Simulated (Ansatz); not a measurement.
GeO2 with two functionals, pressure −1 GPa

The reference is GeO₂ (space group P3_121, No. 152; a = 5.0935 Å, c = 5.7677 Å).

(Cell as relaxed with PBE.)

Levels (all Ansatz, a program for electronic structure, PAW): PBE (420 eV, without spin-orbit coupling); r2SCAN (500 eV, no spin-orbit coupling).

Each level relaxes its own structure.

```json
[
 {"base": "volume per atom", "PBE": "14.40 Å³", "r2SCAN": "13.59 Å³"},
 {"base": "lattice parameter a", "PBE": "5.093 Å", "r2SCAN": "4.989 Å"},
 {"base": "band gap", "PBE": "3.22 eV", "r2SCAN": "4.22 eV"}
]
```

It is then changed as follows: hydrostatic tension (pressure −1 GPa).

```csv
quantity,PBE,r2SCAN
band gap,3.16 eV,[?]
lattice parameter a,5.150 Å,[?]
smallest direct gap,3.25 eV,[?]
```

**Question.** Given the PBE results, estimate those of r2SCAN.

**Answer.** 
- band gap, r2SCAN: 4.17 eV
- lattice parameter a, r2SCAN: 5.042 Å
- smallest direct gap, r2SCAN: 4.25 eV

PBE's band gap lies 1.01 eV below r2SCAN's; PBE's lattice parameter a lies 0.1085 Å above r2SCAN's (2.2 %); PBE's smallest direct gap lies 0.992 eV below r2SCAN's. Neither level is exact; r2SCAN is the comparison here, not a measurement.

Load acts through the strain it causes; cell and atoms are relaxed under it. Whether these cells are dynamically stable was not tested.
